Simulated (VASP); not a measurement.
Here is a VASP 6.6.1 calculation.

Contents of INCAR:

```
PREC = Accurate
ENCUT = 600
EDIFF = 1E-7
ISMEAR = 0
SIGMA = 0.03
LREAL = F
LASPH = T
NELM = 150
ALGO = Normal
ISIF = 3
LWAVE = F
LCHARG = F
ISPIN = 2
MAGMOM = 5 5 -5 -5 0 0 0 0 0 0 0 0
LORBIT = 11
LMAXMIX = 4
GGA = PE
IBRION = 2
NSW = 90
EDIFFG = -0.005
AMIX = 0.2
BMIX = 1E-4
AMIX_MAG = 0.8
BMIX_MAG = 1E-4
KPAR = 4
```

File KPOINTS:

```
Automatic mesh
0
Gamma
  6 6 4
```

POSCAR

```
MnF2                                    
1.0
    4.9375939230      0.0000000000      0.0000000000
   -0.0000000000      4.9375939230      0.0000000000
    0.0000000000      0.0000000000      6.6609411084
  Mn              F             
     4     8
Direct
     0.0000000000000000    0.0000000000000000    0.9992851703126996
     0.5000000000000000    0.5000000000000000    0.2507148296873004
     0.0000000000000000    0.0000000000000000    0.4992851703126996
     0.5000000000000000    0.5000000000000000    0.7507148296873004
     0.3043651835409540    0.3043651835409540    0.9991015220524976
     0.1956348164590460    0.8043651835409541    0.2508984779475025
     0.6956348164590459    0.6956348164590459    0.9991015220524976
     0.8043651835409541    0.1956348164590460    0.2508984779475025
     0.3043651835409540    0.3043651835409540    0.4991015220524975
     0.1956348164590460    0.8043651835409541    0.7508984779475024
     0.6956348164590459    0.6956348164590459    0.4991015220524975
     0.8043651835409541    0.1956348164590460    0.7508984779475024
```

Potentials or basis: VASP PAW PBE potentials, release 64 (Mn_pv, F).

Command:

```bash
$ cat potpaw_PBE.64/Mn_pv/POTCAR potpaw_PBE.64/F/POTCAR > POTCAR
$ mpirun -np 4 vasp_std > vasp.out
```

Predict the space group after relaxing (to 0.05 Å).

P4_2/mnm (No. 136).

Estimate the relaxed cell.

a = 4.936 Å, b = 4.936 Å, c = 6.659 Å, α = 90.00°, β = 90.00°, γ = 90.00°.

Predict the net moment.

0.00 μB per cell.

Final structure:
```xyz
12
Lattice="4.9356 0.0000 0.0000 0.0000 4.9356 0.0000 0.0000 0.0000 6.6594" Properties=species:S:1:pos:R:3 pbc="T T T"
Mn    0.0000    4.9356    6.6547
Mn    2.4678    2.4678    1.6696
Mn    0.0000    4.9356    3.3250
Mn    2.4678    2.4678    4.9993
F     1.5022    1.5022    6.6533
F     0.9656    3.9700    1.6710
F     3.4335    3.4335    6.6533
F     3.9700    0.9656    1.6710
F     1.5022    1.5022    3.3236
F     0.9656    3.9700    5.0007
F     3.4335    3.4335    3.3236
F     3.9700    0.9656    5.0007
```
